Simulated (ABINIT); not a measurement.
# V (Im-3m) in ABINIT: single point with PBEsol

Aim: the single point of V with PBEsol.

Everything below comes from runs of ABINIT 10.8.3 (patched build). Logs are shortened: lines on timing, memory, paths and dates and some standing lists are left out, and cuts for length are marked. The log counts tension as positive stress, the text compression.

## 1. The undisturbed crystal

It takes space group Im-3m (No. 229, cubic). Conventional cell: a = 3.029 Å, b = 3.029 Å, c = 3.029 Å, α = 90.00°, β = 90.00°, γ = 90.00°. V (site symmetry m-3m) has 8 V at 2.62 Å as nearest neighbours.

## 2. Single point, PBEsol, collinear spin, ferromagnetic start (cell strained at random at fixed volume)

Input file run.abi:

```
pp_dirpath "./"
pseudos "V.upf"

acell 3*1.0
rprim
    -2.8666937441     2.8726350430     2.9811468965
     2.8321986834    -2.7931456033     2.8671605064
     2.8470273643     2.7734792235    -2.9016574568
ntypat 1
znucl 23
natom 1
typat 1
xred
     0.0102680000     0.0045550000    -0.0011910000
chkprim 0
chksymtnons 0
tolsym 1.0e-6

ecut 1142.878222 eV

kptopt 1
ngkpt 12 12 12
nshiftk 1
shiftk 0.0 0.0 0.0

ixc -116133

nband 11
occopt 3
tsmear 0.05 eV

nsppol 2
spinat
     0.0000000000     0.0000000000     2.0000000000

nstep 100
tolvrs 1.0e-10

iomode 3
prtwf 0
prtden 0
prteig 0
prtebands 0
enunit 1
```

Potentials or basis: PseudoDojo NC SR PBEsol v0.4.1 standard.

The run is started by

```bash
$ mpirun --bind-to none -np 4 abinit run.abi > log 2>&1
```

run.abo:

```text
.Version 10.8.3 of ABINIT
 Symmetries : space group P-1 (#  2); Bravais aP (primitive triclinic)
================================================================================
 Values of the parameters that define the memory need of the present run
     intxc =       0    ionmov =       0      iscf =       7    lmnmax =       6
     lnmax =       6     mgfft =      30  mpssoang =       3    mqgrid =    3001
     natom =       1  nloc_mem =       1    nspden =       2   nspinor =       1
    nsppol =       2      nsym =       2    n1xccc =    2501    ntypat =       1
    occopt =       3   xclevel =       2
       mpw =        1234          nfft =       27000          nkpt =         868
================================================================================
================================================================================

--------------------------------------------------------------------------------
------------- Echo of variables that govern the present computation ------------
--------------------------------------------------------------------------------
 -outvars: echo values of preprocessed input variables --------
            acell      1.0000000000E+00  1.0000000000E+00  1.0000000000E+00 Bohr
              amu      5.09415000E+01
          chkprim           0
      chksymtnons           0
             ecut      4.20000000E+01 Hartree
           enunit           1
                       outvar_i_n : Printing only first  50 k-points.
              ixc     -116133
                       outvar_i_n : Printing only first  50 k-points.
         kptrlatt       12    0    0      0   12    0      0    0   12
          kptrlen      5.88411543E+01
            natom           1
            nband          11
            ngfft          30      30      30
             nkpt         868
           nspden           2
           nsppol           2
            nstep         100
             nsym           2
           ntypat           1
                       prtocc : prtvol=0, do not print more k-points.
                       1.000000  1.000000  1.000000  1.000000  1.000000  1.000000
                       1.000000  0.000000  0.000000  0.000000  0.000000
                       1.000000  1.000000  1.000000  1.000000  1.000000  1.000000
                       1.000000  0.000000  0.000000  0.000000  0.000000
                       1.000000  1.000000  1.000000  1.000000  1.000000  1.000000
                       1.000000  0.000000  0.000000  0.000000  0.000000
                       1.000000  1.000000  1.000000  1.000000  1.000000  1.000000
                       1.000000  0.000000  0.000000  0.000000  0.000000
                       1.000000  1.000000  1.000000  1.000000  1.000000  1.000000
                       1.000000  0.000000  0.000000  0.000000  0.000000
                       1.000000  1.000000  1.000000  1.000000  1.000000  1.000000
                       1.000000  0.000000  0.000000  0.000000  0.000000
                       1.000000  1.000000  1.000000  1.000000  1.000000  1.000000
                       1.000000  0.000000  0.000000  0.000000  0.000000
                       1.000000  1.000000  1.000000  1.000000  1.000000  1.000000
                       1.000000  0.000000  0.000000  0.000000  0.000000
                       1.000000  1.000000  1.000000  1.000000  1.000000  1.000000
[... 68 lines left out ...]
                       1.000000  0.000000  0.000000  0.000000  0.000000
                       1.000000  1.000000  1.000000  1.000000  1.000000  1.000000
                       1.000000  0.000000  0.000000  0.000000  0.000000
                       1.000000  1.000000  1.000000  1.000000  1.000000  1.000000
                       1.000000  0.000000  0.000000  0.000000  0.000000
                       1.000000  1.000000  1.000000  1.000000  1.000000  1.000000
                       1.000000  0.000000  0.000000  0.000000  0.000000
                       1.000000  1.000000  1.000000  1.000000  1.000000  1.000000
                       1.000000  0.000000  0.000000  0.000000  0.000000
                       1.000000  1.000000  1.000000  1.000000  1.000000  1.000000
                       1.000000  0.000000  0.000000  0.000000  0.000000
                       1.000000  1.000000  1.000000  1.000000  1.000000  1.000000
                       1.000000  0.000000  0.000000  0.000000  0.000000
                       1.000000  1.000000  1.000000  1.000000  1.000000  1.000000
                       1.000000  0.000000  0.000000  0.000000  0.000000
                       prtocc : prtvol=0, do not print more k-points.
           occopt           3
           prtden           0
        prtebands           0
           prteig           0
            prtwf           0
            rprim     -2.8666937441E+00  2.8726350430E+00  2.9811468965E+00
                       2.8321986834E+00 -2.7931456033E+00  2.8671605064E+00
                       2.8470273643E+00  2.7734792235E+00 -2.9016574568E+00
          spgroup           2
           spinat      0.0000000000E+00  0.0000000000E+00  2.0000000000E+00
           tolsym      1.00000000E-06
           tolvrs      1.00000000E-10
           tsmear      1.83746611E-03 Hartree
            typat      1
                       outvars : Printing only first  50 k-points.
           xangst     -1.0544044282E-02  7.1281359021E-03  2.4938114484E-02
            xcart     -1.9925355952E-02  1.3470224643E-02  4.7126206471E-02
             xred      1.0268000000E-02  4.5550000000E-03 -1.1910000000E-03
            znucl       23.00000

================================================================================

 chkinp: Checking input parameters for consistency.

================================================================================
== DATASET  1 ==================================================================

--- !DatasetInfo
iteration_state: {dtset: 1, }
dimensions: {natom: 1, nkpt: 868, mband: 11, nsppol: 2, nspinor: 1, nspden: 2, mpw: 1234, }
cutoff_energies: {ecut:  42.0, pawecutdg:  -1.0, }
electrons: {nelect:   1.30000000E+01, charge:   0.00000000E+00, occopt:   3.00000000E+00, tsmear:   1.83746611E-03, }
[... 20 lines left out ...]

================================================================================

--- !BeginCycle
iteration_state: {dtset: 1, }
solver: {iscf: 7, nstep: 100, nline: 4, wfoptalg: 0, }
tolerances: {tolvrs: 1.00E-10, }
...

     iter   Etot(hartree)      deltaE(h)  residm     vres2   difmagsph maxmagsph
 ETOT  1  -73.662856229104    -7.366E+01 3.656E-01 1.556E+02 6.225E-01 6.225E-01
 ETOT  2  -73.693969514209    -3.111E-02 2.696E-01 1.844E+02 1.636E-01 4.589E-01
 ETOT  3  -73.720786898702    -2.682E-02 1.734E-02 2.974E-01 4.871E-02 4.102E-01
 ETOT  4  -73.721201753253    -4.149E-04 1.232E-02 1.086E-01 1.048E-01 3.054E-01
 ETOT  5  -73.721336418833    -1.347E-04 4.214E-03 5.511E-02 6.374E-02 2.417E-01
 ETOT  6  -73.721441628123    -1.052E-04 8.803E-03 1.595E-02 9.256E-02 1.491E-01
 ETOT  7  -73.721476507956    -3.488E-05 5.043E-03 4.541E-03 6.965E-02 7.945E-02
 ETOT  8  -73.721484942251    -8.434E-06 4.148E-03 1.263E-03 3.527E-02 4.418E-02
 ETOT  9  -73.721487732237    -2.790E-06 1.776E-03 3.197E-04 2.364E-02 2.054E-02
 ETOT 10  -73.721488489219    -7.570E-07 1.495E-03 3.873E-05 1.772E-02 2.821E-03
 ETOT 11  -73.721488510007    -2.079E-08 9.941E-04 9.912E-06 3.395E-03 5.744E-04
 ETOT 12  -73.721488512067    -2.061E-09 1.054E-03 6.848E-07 6.470E-05 6.391E-04
 ETOT 13  -73.721488512757    -6.897E-10 8.164E-04 1.042E-07 3.499E-04 2.892E-04
 ETOT 14  -73.721488512914    -1.569E-10 8.049E-04 3.176E-09 3.076E-04 1.847E-05
 ETOT 15  -73.721488512914     1.990E-13 7.680E-04 7.029E-10 1.083E-05 2.930E-05
 ETOT 16  -73.721488512915    -8.100E-13 6.747E-04 1.096E-10 9.390E-06 1.991E-05
 ETOT 17  -73.721488512915    -5.116E-13 5.724E-04 2.777E-11 9.391E-06 1.052E-05

 At SCF step   17       vres2   =  2.78E-11 < tolvrs=  1.00E-10 =>converged.

 Cartesian components of stress tensor (hartree/bohr^3)
  sigma(1 1)=  3.79606129E-04  sigma(3 2)=  1.31248119E-05
  sigma(2 2)=  3.64307846E-04  sigma(3 1)= -1.06968394E-05
  sigma(3 3)=  4.73483403E-04  sigma(2 1)= -9.71411704E-07

--- !ResultsGS
iteration_state: {dtset: 1, }
comment   : Summary of ground state results
lattice_vectors:
- [ -2.8666937,   2.8726350,   2.9811469, ]
- [  2.8321987,  -2.7931456,   2.8671605, ]
- [  2.8470274,   2.7734792,  -2.9016575, ]
lattice_lengths: [   5.03559,    4.90343,    4.92111, ]
lattice_angles: [109.369, 110.911, 107.915, ] # degrees, (23, 13, 12)
lattice_volume:   9.3742245E+01
convergence: {deltae: -5.116E-13, res2:  2.777E-11, residm:  5.724E-04, diffor: null, }
etotal    :  -7.37214885E+01
entropy   :   0.00000000E+00
fermie    :   4.37668622E-01
cartesian_stress_tensor: # hartree/bohr^3
- [  3.79606129E-04,  -9.71411704E-07,  -1.06968394E-05, ]
- [ -9.71411704E-07,   3.64307846E-04,   1.31248119E-05, ]
- [ -1.06968394E-05,   1.31248119E-05,   4.73483403E-04, ]
pressure_GPa:  -1.1939E+01
xred      :
- [  1.0268E-02,   4.5550E-03,  -1.1910E-03,  V]
cartesian_forces: # hartree/bohr
- [ -0.00000000E+00,  -0.00000000E+00,  -0.00000000E+00, ]
force_length_stats: {min:   0.00000000E+00, max:   0.00000000E+00, mean:   0.00000000E+00, }
...

 Integrated electronic and magnetization densities in atomic spheres:
 ------------------------------------------------------------------------------------------------------------
 Radius=ratsph(iatom), smearing ratsm=  0.0000. Diff(up-dn)=approximate z local magnetic moment.
    Atom    Radius    up_density   dn_density  Total(up+dn)  Diff(up-dn)
    1  V   2.00000     5.330987     5.330977     10.661964     0.000011
 ------------------------------------------------------------------------------------------------------------
  Sum:                 5.330987     5.330977     10.661964     0.000011
 Total magnetization (from the atomic spheres):                0.000011
 Total magnetization (exact up - dn):                          0.000015

================================================================================

 ----iterations are completed or convergence reached----

 Mean square residual over all n,k,spin=   17.225E-08; max=  57.236E-05
 reduced coordinates (array xred) for    1 atoms
       0.010268000000      0.004555000000     -0.001191000000
 rms dE/dt=  0.0000E+00; max dE/dt=  0.0000E+00; dE/dt below (all hartree)
    1       0.000000000000      0.000000000000      0.000000000000

 cartesian coordinates (angstrom) at end:
    1     -0.01054404428199     0.00712813590214     0.02493811448382

 cartesian forces (hartree/bohr) at end:
    1     -0.00000000000000    -0.00000000000000    -0.00000000000000
 frms,max,avg= 0.0000000E+00 0.0000000E+00   0.000E+00  0.000E+00  0.000E+00 h/b

 cartesian forces (eV/Angstrom) at end:
    1     -0.00000000000000    -0.00000000000000    -0.00000000000000
 frms,max,avg= 0.0000000E+00 0.0000000E+00   0.000E+00  0.000E+00  0.000E+00 e/A
 length scales=  1.000000000000  1.000000000000  1.000000000000 bohr
              =  0.529177210544  0.529177210544  0.529177210544 angstroms
 Fermi (or HOMO) energy (eV) =  11.90957   Average Vxc (eV)= -12.97335
 Eigenvalues (   eV  ) for nkpt= 868  k points, SPIN UP:
 kpt#   1, nband= 11, wtk=  0.00058, kpt=  0.0000  0.0000  0.0000 (reduced coord)
 -51.61067  -25.09466  -25.05386  -25.02445    5.35412   12.15491   12.23910   12.56606
  14.11874   14.38937   31.64958
 prteigrs : prtvol=0 or 1, do not print more k-points.

 Eigenvalues (   eV  ) for nkpt= 868  k points, SPIN DOWN:
 kpt#   1, nband= 11, wtk=  0.00058, kpt=  0.0000  0.0000  0.0000 (reduced coord)
 -51.61066  -25.09465  -25.05385  -25.02444    5.35413   12.15493   12.23912   12.56608
  14.11875   14.38938   31.64959
 prteigrs : prtvol=0 or 1, do not print more k-points.

--- !EnergyTerms
iteration_state     : {dtset: 1, }
comment             : Components of total free energy in Hartree
kinetic             :  3.03209210151304E+01
hartree             :  1.45986265108625E+01
xc                  : -1.13224511061189E+01
Ewald energy        : -5.37231484851081E+01
psp_core            :  1.92731479233023E+00
local_psp           : -5.60392043139144E+01
non_local_psp       :  5.17117565918599E-01
internal            : -7.37208240208997E+01
'-kT*entropy'       : -6.64492015478361E-04
total_energy        : -7.37214885129152E+01
total_energy_eV     : -2.00606389855359E+03
band_energy         : -7.48594748306729E+00
...

 Cartesian components of stress tensor (hartree/bohr^3)
  sigma(1 1)=  3.79606129E-04  sigma(3 2)=  1.31248119E-05
  sigma(2 2)=  3.64307846E-04  sigma(3 1)= -1.06968394E-05
  sigma(3 3)=  4.73483403E-04  sigma(2 1)= -9.71411704E-07

-Cartesian components of stress tensor (GPa)         [Pressure= -1.1939E+01 GPa]
- sigma(1 1)=  1.11683979E+01  sigma(3 2)=  3.86145299E-01
- sigma(2 2)=  1.07183069E+01  sigma(3 1)= -3.14711880E-01
- sigma(3 3)=  1.39303626E+01  sigma(2 1)= -2.85799191E-02

== END DATASET(S) ==============================================================
================================================================================

 -outvars: echo values of variables after computation  --------
            acell      1.0000000000E+00  1.0000000000E+00  1.0000000000E+00 Bohr
           etotal     -7.3721488513E+01
            fcart     -0.0000000000E+00 -0.0000000000E+00 -0.0000000000E+00
            rprim     -2.8666937441E+00  2.8726350430E+00  2.9811468965E+00
                       2.8321986834E+00 -2.7931456033E+00  2.8671605064E+00
                       2.8470273643E+00  2.7734792235E+00 -2.9016574568E+00
           strten      3.7960612914E-04  3.6430784607E-04  4.7348340262E-04
                       1.3124811934E-05 -1.0696839382E-05 -9.7141170444E-07
           xangst     -1.0544044282E-02  7.1281359021E-03  2.4938114484E-02
             xred      1.0268000000E-02  4.5550000000E-03 -1.1910000000E-03
 Calculation completed.
```

Wall time 4 min (4 MPI ranks of Arm Neoverse V1, shared host); peak memory 0.64 GiB.

Results:

```
Free energy                                           : -2006.0639 eV
Pressure                                              : -11.9 GPa
Band gap on the k mesh                                : none (metal or under the smearing width)
Net moment                                            : 0.00 μB per cell
Valence electrons inside the program's atomic spheres : V 10.66 (radii [1.0584] Å)
```

Levels at points of the mesh, in eV from the Fermi level:
Spin up:
| k point | band 5 | band 6 | band 7 | band 8 | band 9 | band 10 |
| --- | --- | --- | --- | --- | --- | --- |
| (0.00, 0.00, 0.00) | -6.56 | 0.25 | 0.33 | 0.66 | 2.21 | 2.48 |
| (0.50, 0.00, 0.00) | -3.10 | -1.05 | 1.23 | 2.31 | 2.80 | 3.90 |
| (0.00, 0.50, 0.00) | -3.09 | -0.93 | 1.51 | 2.15 | 2.63 | 4.02 |
| (0.50, 0.50, 0.00) | -3.11 | -1.28 | 1.63 | 2.54 | 2.79 | 4.00 |
| (0.00, 0.00, 0.50) | -3.11 | -1.26 | 1.75 | 2.51 | 2.75 | 4.05 |
| (0.50, 0.00, 0.50) | -3.09 | -0.97 | 1.31 | 2.23 | 2.71 | 3.94 |
| (0.00, 0.50, 0.50) | -3.09 | -0.96 | 1.70 | 2.13 | 2.61 | 4.08 |
| (0.50, 0.50, 0.50) | -2.93 | -2.84 | 3.44 | 3.66 | 3.76 | 9.19 |
Spin down:
| k point | band 4 | band 5 | band 6 | band 7 | band 8 | band 9 | band 10 | band 11 |
| --- | --- | --- | --- | --- | --- | --- | --- | --- |
| (0.00, 0.00, 0.00) | -36.93 | -6.56 | 0.25 | 0.33 | 0.66 | 2.21 | 2.48 | 19.74 |
| (0.50, 0.00, 0.00) | -36.94 | -3.10 | -1.05 | 1.23 | 2.31 | 2.80 | 3.90 | 9.48 |
| (0.00, 0.50, 0.00) | -36.97 | -3.09 | -0.93 | 1.51 | 2.15 | 2.63 | 4.02 | 9.79 |
| (0.50, 0.50, 0.00) | -36.98 | -3.11 | -1.28 | 1.63 | 2.54 | 2.79 | 4.00 | 9.92 |
| (0.00, 0.00, 0.50) | -36.99 | -3.11 | -1.26 | 1.75 | 2.51 | 2.75 | 4.05 | 10.05 |
| (0.50, 0.00, 0.50) | -36.95 | -3.09 | -0.97 | 1.31 | 2.23 | 2.71 | 3.94 | 9.58 |
| (0.00, 0.50, 0.50) | -36.99 | -3.09 | -0.96 | 1.70 | 2.13 | 2.61 | 4.08 | 9.99 |
| (0.50, 0.50, 0.50) | -37.50 | -2.93 | -2.84 | 3.44 | 3.66 | 3.76 | 9.19 | 10.13 |
